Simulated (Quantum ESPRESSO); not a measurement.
# MnS (P1) in Quantum ESPRESSO: convergence with density cutoff

Aim: find how far density cutoff must go before the results for MnS settle, at PBE. This setting moves, with any that are tied to it; all else stays.

Program: Quantum ESPRESSO 7.5. These are calculated values, not measurements. Logs are shortened: lines on timing, memory, paths and dates and some standing lists are left out, and cuts for length are marked.

## Step 1: The cell of the first run

The typed cell holds 2 atoms: a = 3.683 Å, b = 3.683 Å, c = 3.683 Å, α = 60.00°, β = 60.00°, γ = 60.00°.

The cell isn't the ideal one: atoms moved at random, drawn with an rms of 0.05 Å.

## Step 2: With density cutoff 144 Ry

Input file pw.in:

```
&CONTROL
  calculation = 'scf'
  prefix = 'pwscf'
  outdir = './tmp'
  pseudo_dir = './pseudo'
  tprnfor = .true.
  tstress = .true.
  disk_io = 'nowf'
/
&SYSTEM
  ibrav = 0
  nat = 2
  ntyp = 2
  ecutwfc = 36
  ecutrho = 144
  nbnd = 20
  occupations = 'smearing'
  smearing = 'mv'
  degauss = 0.00367493
  nspin = 2
  starting_magnetization(1) = 0.2667
  starting_magnetization(2) = 0
/
&ELECTRONS
  conv_thr = 4d-10
  electron_maxstep = 120
  mixing_beta = 0.3
/
ATOMIC_SPECIES
Mn    54.9380 Mn.GGA_PBE-JTH.UPF
S     32.0600 S.GGA_PBE-JTH.UPF
CELL_PARAMETERS angstrom
   0.0000000000    2.6045000000    2.6045000000
   2.6045000000    0.0000000000    2.6045000000
   2.6045000000    2.6045000000    0.0000000000
ATOMIC_POSITIONS crystal
Mn     0.0036870000    0.0020330000   -0.0113660000
S      0.5063840000    0.5112610000    0.4877610000
K_POINTS automatic
6 6 6 0 0 0
```

Potentials or basis: JTH 2.0 PBE.

Started as:

```console
OMP_NUM_THREADS=1 pw.x -in pw.in > pw.out
```

Wall time 80 s (1 thread of Arm Neoverse V2, shared host); peak memory 0.13 GiB.

Results:

```yaml
Free_energy: -4801.2140 eV
Largest_force: 0.105 eV/Å
Band_gap_on_the_k_mesh: none (metal or under the smearing width)
Net_moment: 4.67 μB per cell
Absolute_moment: 4.68 μB per cell
Site_moments: Mn +4.17; S +0.14 μB
Valence_electrons_inside_the_program's_atomic_spheres: Mn 13.14; S 4.58
```

## Step 3: With density cutoff 180 Ry

pw.in, as its differences from that of step 2:

```diff
@@ -14,3 +14,3 @@
   ecutwfc = 36
-  ecutrho = 144
+  ecutrho = 180
   nbnd = 20
```

Potentials or basis: JTH 2.0 PBE.

Started as:

```console
OMP_NUM_THREADS=1 pw.x -in pw.in > pw.out
```

Run time: 80 s. Hardware: 1 thread of Arm Neoverse V2, shared host; peak memory 0.13 GiB.

What came out:

```yaml
Free_energy: -4801.2122 eV
Largest_force: 0.105 eV/Å
Band_gap_on_the_k_mesh: none (metal or under the smearing width)
Net_moment: 4.67 μB per cell
Absolute_moment: 4.68 μB per cell
Site_moments: Mn +4.17; S +0.14 μB
Valence_electrons_inside_the_program's_atomic_spheres: Mn 13.14; S 4.58
```

## Step 4: With density cutoff 216 Ry

pw.in, as its differences from that of step 3:

```diff
@@ -14,3 +14,3 @@
   ecutwfc = 36
-  ecutrho = 180
+  ecutrho = 216
   nbnd = 20
```

Started as:

```console
OMP_NUM_THREADS=1 pw.x -in pw.in > pw.out
```

It took 82 s on 1 thread of Arm Neoverse V2, shared host; peak memory 0.15 GiB.

What came out:

```
Free energy                                           : -4801.2085 eV
Largest force                                         : 0.105 eV/Å
Band gap on the k mesh                                : none (metal or under the smearing width)
Net moment                                            : 4.67 μB per cell
Absolute moment                                       : 4.68 μB per cell
Site moments                                          : Mn +4.17; S +0.14 μB
Valence electrons inside the program's atomic spheres : Mn 13.14; S 4.58
```

## Step 5: With density cutoff 252 Ry

pw.in, as its differences from that of step 4:

```diff
@@ -14,3 +14,3 @@
   ecutwfc = 36
-  ecutrho = 216
+  ecutrho = 252
   nbnd = 20
```

Started as:

```console
OMP_NUM_THREADS=1 pw.x -in pw.in > pw.out
```

It took 81 s on 1 thread of Arm Neoverse V2, shared host; peak memory 0.16 GiB.

Results:

```
Free energy                                           : -4801.2093 eV
Largest force                                         : 0.106 eV/Å
Band gap on the k mesh                                : none (metal or under the smearing width)
Net moment                                            : 4.67 μB per cell
Absolute moment                                       : 4.68 μB per cell
Site moments                                          : Mn +4.17; S +0.14 μB
Valence electrons inside the program's atomic spheres : Mn 13.14; S 4.58
```

## Step 6: With density cutoff 288 Ry

pw.in, as its differences from that of step 5:

```diff
@@ -14,3 +14,3 @@
   ecutwfc = 36
-  ecutrho = 252
+  ecutrho = 288
   nbnd = 20
```

Potentials or basis: JTH 2.0 PBE.

Started as:

```console
OMP_NUM_THREADS=1 pw.x -in pw.in > pw.out
```

Run time: 81 s. Hardware: 1 thread of Arm Neoverse V2, shared host; peak memory 0.17 GiB.

It converged, with:

* Free energy: -4801.2074 eV
* Largest force: 0.105 eV/Å
* Band gap on the k mesh: none (metal or under the smearing width)
* Net moment: 4.67 μB per cell
* Absolute moment: 4.68 μB per cell
* Site moments: Mn +4.17; S +0.14 μB
* Valence electrons inside the program's atomic spheres: Mn 13.14; S 4.58

## Step 7: With density cutoff 360 Ry

pw.in, as its differences from that of step 6:

```diff
@@ -14,3 +14,3 @@
   ecutwfc = 36
-  ecutrho = 288
+  ecutrho = 360
   nbnd = 20
```

Started as:

```console
OMP_NUM_THREADS=1 pw.x -in pw.in > pw.out
```

Wall time 84 s (1 thread of Arm Neoverse V2, shared host); peak memory 0.19 GiB.

The run converged. Its results:

* Free energy: -4801.2070 eV
* Largest force: 0.105 eV/Å
* Band gap on the k mesh: none (metal or under the smearing width)
* Net moment: 4.67 μB per cell
* Absolute moment: 4.68 μB per cell
* Site moments: Mn +4.17; S +0.14 μB
* Valence electrons inside the program's atomic spheres: Mn 13.14; S 4.58

## Step 8: With density cutoff 432 Ry

pw.in, as its differences from that of step 7:

```diff
@@ -14,3 +14,3 @@
   ecutwfc = 36
-  ecutrho = 360
+  ecutrho = 432
   nbnd = 20
```

Started as:

```console
OMP_NUM_THREADS=1 pw.x -in pw.in > pw.out
```

It took 86 s on 1 thread of Arm Neoverse V2, shared host; peak memory 0.23 GiB.

Results (log left out):

| Item | Value |
| --- | --- |
| Free energy | -4801.2065 eV |
| Largest force | 0.105 eV/Å |
| Band gap on the k mesh | none (metal or under the smearing width) |
| Net moment | 4.67 μB per cell |
| Absolute moment | 4.68 μB per cell |
| Site moments | Mn +4.17; S +0.14 μB |
| Valence electrons inside the program's atomic spheres | Mn 13.14; S 4.58 |

## Step 9: With density cutoff 576 Ry

pw.in, as its differences from that of step 8:

```diff
@@ -14,3 +14,3 @@
   ecutwfc = 36
-  ecutrho = 432
+  ecutrho = 576
   nbnd = 20
```

Potentials or basis: JTH 2.0 PBE.

Started as:

```console
OMP_NUM_THREADS=1 pw.x -in pw.in > pw.out
```

pw.out:

```text
This program is part of the open-source Quantum ESPRESSO suite
     for quantum simulation of materials; please cite
         "P. Giannozzi et al., J. Phys.:Condens. Matter 21 395502 (2009);
         "P. Giannozzi et al., J. Phys.:Condens. Matter 29 465901 (2017);
         "P. Giannozzi et al., J. Chem. Phys. 152 154105 (2020);
     in publications or presentations arising from this work. More details at

     file Mn.GGA_PBE-JTH.UPF: wavefunction(s)  3S 4S 0P 3D 0D renormalized
     file S.GGA_PBE-JTH.UPF: wavefunction(s)  3S 0S 3P 0P renormalized

     G-vector sticks info
     --------------------
     sticks:   dense  smooth     PW     G-vecs:    dense   smooth      PW
     Sum        1921     475    151                55657     6879    1243

     Using Slab Decomposition

     bravais-lattice index     =            0
     lattice parameter (alat)  =       6.9605  a.u.
     unit-cell volume          =     238.4513 (a.u.)^3
     number of atoms/cell      =            2
     number of atomic types    =            2
     number of electrons       =        21.00
     number of Kohn-Sham states=           20
     kinetic-energy cutoff     =      36.0000  Ry
     charge density cutoff     =     576.0000  Ry
     scf convergence threshold =      4.0E-10
     mixing beta               =       0.3000
     number of iterations used =            8  plain     mixing
     Exchange-correlation= SLA PW PBX PBC
                           (   1   4   3   4   0   0   0)

     celldm(1)=   6.960465  celldm(2)=   0.000000  celldm(3)=   0.000000
     celldm(4)=   0.000000  celldm(5)=   0.000000  celldm(6)=   0.000000

     crystal axes: (cart. coord. in units of alat)
               a(1) = (   0.000000   0.707107   0.707107 )
               a(2) = (   0.707107   0.000000   0.707107 )
               a(3) = (   0.707107   0.707107   0.000000 )

     reciprocal axes: (cart. coord. in units 2 pi/alat)
               b(1) = ( -0.707107  0.707107  0.707107 )
               b(2) = (  0.707107 -0.707107  0.707107 )
               b(3) = (  0.707107  0.707107 -0.707107 )

     PseudoPot. # 1 for Mn read from file:
     Mn.GGA_PBE-JTH.UPF
     Pseudo is Projector augmented-wave + core cor, Zval = 15.0
     Generated using ATOMPAW code
     Shape of augmentation charge: SINC**2
     Using radial grid of 1035 points,  6 beta functions with:
                l(1) =   0
                l(2) =   0
                l(3) =   1
                l(4) =   1
                l(5) =   2
                l(6) =   2
     Q(r) pseudized with 0 coefficients

     PseudoPot. # 2 for S  read from file:
     S.GGA_PBE-JTH.UPF
     Pseudo is Projector augmented-wave + core cor, Zval =  6.0
     Generated using ATOMPAW code
     Shape of augmentation charge: SINC**2
     Using radial grid of  999 points,  4 beta functions with:
                l(1) =   0
                l(2) =   0
                l(3) =   1
                l(4) =   1
     Q(r) pseudized with 0 coefficients

     atomic species   valence    mass     pseudopotential
     Mn               15.00    54.93800     Mn( 1.00)
     S                 6.00    32.06000     S ( 1.00)

     Starting magnetic structure
     atomic species   magnetization
     Mn              0.267
     S               0.000

     No symmetry found

   Cartesian axes

     site n.     atom                  positions (alat units)
         1        Mn     tau(   1) = (  -0.0065994  -0.0054299   0.0040447  )
         2        S      tau(   2) = (   0.7064152   0.7029667   0.7195837  )

     number of k points=   112  Marzari-Vanderbilt smearing, width (Ry)=  0.0037

     Number of k-points >= 100: set verbosity='high' to print them.

     Dense  grid:    55657 G-vectors     FFT dimensions: (  54,  54,  54)

     Smooth grid:     6879 G-vectors     FFT dimensions: (  27,  27,  27)

     Check: negative core charge=   -0.000002
     Generating pointlists ...
     new r_m :   0.2882 (alat units)  2.0061 (a.u.) for type    1
     new r_m :   0.2882 (alat units)  2.0061 (a.u.) for type    2

     Initial potential from superposition of free atoms

     starting charge      20.9990, renormalised to      21.0000

     negative rho (up, down):  2.669E-02 2.729E-02
     Starting wfcs are   26 randomized atomic wfcs

     Self-consistent Calculation

     iteration #  1     ecut=    36.00 Ry     beta= 0.30
     Davidson diagonalization with overlap
     ethr =  1.00E-02,  avg # of iterations =  6.5

     negative rho (up, down):  2.840E-02 2.863E-02

     total energy              =    -352.76641204 Ry
     estimated scf accuracy    <       0.41598948 Ry

     total magnetization       =     4.64 Bohr mag/cell
     absolute magnetization    =     4.64 Bohr mag/cell

     iteration #  2     ecut=    36.00 Ry     beta= 0.30
     Davidson diagonalization with overlap
     ethr =  1.98E-03,  avg # of iterations =  1.6

     negative rho (up, down):  2.883E-02 2.874E-02

     total energy              =    -352.87052930 Ry
     estimated scf accuracy    <       0.02122836 Ry

     total magnetization       =     4.45 Bohr mag/cell
     absolute magnetization    =     4.45 Bohr mag/cell

     iteration #  3     ecut=    36.00 Ry     beta= 0.30
     Davidson diagonalization with overlap
     ethr =  1.01E-04,  avg # of iterations =  3.4

     negative rho (up, down):  3.035E-02 2.935E-02

     total energy              =    -352.87987610 Ry
     estimated scf accuracy    <       0.00722636 Ry

     total magnetization       =     4.63 Bohr mag/cell
     absolute magnetization    =     4.64 Bohr mag/cell

     iteration #  4     ecut=    36.00 Ry     beta= 0.30
     Davidson diagonalization with overlap
     ethr =  3.44E-05,  avg # of iterations =  2.2

     negative rho (up, down):  3.042E-02 2.928E-02

     total energy              =    -352.88168217 Ry
     estimated scf accuracy    <       0.00091920 Ry
[... 76 lines left out ...]
     iteration # 11     ecut=    36.00 Ry     beta= 0.30
     Davidson diagonalization with overlap
     ethr =  1.60E-10,  avg # of iterations =  2.2

     negative rho (up, down):  3.064E-02 2.904E-02

     total energy              =    -352.88212394 Ry
     estimated scf accuracy    <          8.1E-10 Ry

     total magnetization       =     4.67 Bohr mag/cell
     absolute magnetization    =     4.68 Bohr mag/cell

     iteration # 12     ecut=    36.00 Ry     beta= 0.30
     Davidson diagonalization with overlap
     ethr =  3.88E-12,  avg # of iterations =  2.7

     negative rho (up, down):  3.065E-02 2.904E-02

     total energy              =    -352.88212394 Ry
     estimated scf accuracy    <          1.4E-09 Ry

     total magnetization       =     4.67 Bohr mag/cell
     absolute magnetization    =     4.68 Bohr mag/cell

     iteration # 13     ecut=    36.00 Ry     beta= 0.30
     Davidson diagonalization with overlap
     ethr =  3.88E-12,  avg # of iterations =  2.1

     negative rho (up, down):  3.065E-02 2.904E-02

     Magnetic moment per site  (integrated on atomic sphere of radius R)
     atom   1 (R=0.288)  charge= 13.1436  magn=  4.1730
     atom   2 (R=0.288)  charge=  4.5782  magn=  0.1390

     End of self-consistent calculation

     Number of k-points >= 100: set verbosity='high' to print the bands.

     the Fermi energy is    10.8333 ev

!    total energy              =    -352.88212395 Ry
     total all-electron energy =      -352.882124 Ry
     estimated scf accuracy    <          3.8E-11 Ry
     smearing contrib. (-TS)   =       0.00000051 Ry
     internal energy E=F+TS    =    -352.88212446 Ry

     The total energy is F=E-TS. E is the sum of the following terms:
     one-electron contribution =    -130.78382977 Ry
     hartree contribution      =      61.40097307 Ry
     xc contribution           =     -27.46850409 Ry
     ewald contribution        =    -141.48503587 Ry
     one-center paw contrib.   =    -114.54572780 Ry

     total magnetization       =     4.67 Bohr mag/cell
     absolute magnetization    =     4.68 Bohr mag/cell

     convergence has been achieved in  13 iterations

     negative rho (up, down):  3.065E-02 2.904E-02

     Forces acting on atoms (cartesian axes, Ry/au):

     atom    1 type  1   force =     0.00232053    0.00050535    0.00332509
     atom    2 type  2   force =    -0.00232053   -0.00050535   -0.00332509

     Total force =     0.005779     Total SCF correction =     0.000004

     Computing stress (Cartesian axis) and pressure

     negative rho (up, down):  3.065E-02 2.904E-02
          total   stress  (Ry/bohr**3)                   (kbar)     P=      -53.22
  -0.00036190  -0.00000007  -0.00000034          -53.24       -0.01       -0.05
  -0.00000007  -0.00036536  -0.00000007           -0.01      -53.75       -0.01
  -0.00000034  -0.00000007  -0.00035812           -0.05       -0.01      -52.68

=------------------------------------------------------------------------------=
   JOB DONE.
=------------------------------------------------------------------------------=
```

It took 88 s on 1 thread of Arm Neoverse V2, shared host; peak memory 0.32 GiB.

Results:

* Free energy: -4801.2059 eV
* Largest force: 0.105 eV/Å
* Band gap on the k mesh: none (metal or under the smearing width)
* Net moment: 4.67 μB per cell
* Absolute moment: 4.68 μB per cell
* Site moments: Mn +4.17; S +0.14 μB
* Valence electrons inside the program's atomic spheres: Mn 13.14; S 4.58

## Step 10: Result

| density cutoff | energy less the tightest run, at zero smearing (meV/atom) | SCF cycles | CPU time (s) | peak memory (GiB) |
| --- | --- | --- | --- | --- |
| 144 Ry | -4.04 | 13 | 80 | 0.13 |
| 180 Ry | -3.15 | 13 | 80 | 0.13 |
| 216 Ry | -1.30 | 13 | 81 | 0.15 |
| 252 Ry | -1.70 | 13 | 81 | 0.16 |
| 288 Ry | -0.76 | 13 | 81 | 0.17 |
| 360 Ry | -0.56 | 13 | 84 | 0.19 |
| 432 Ry | -0.32 | 13 | 86 | 0.23 |
| 576 Ry | 0.00 | 13 | 88 | 0.32 |

Against the tightest run, the energy stays within 1 meV/atom from 288 Ry on. The tightest run that finished is the yardstick and may itself not be fully converged.

Caveats: the cutoff is low for these files, which shifts pressure and relaxed volume; a cell with one magnetic atom can't hold antiferromagnetic order, which such compounds often take; semilocal functionals often make such compounds metallic where correlation or magnetic order opens a gap, which also shifts bond lengths.
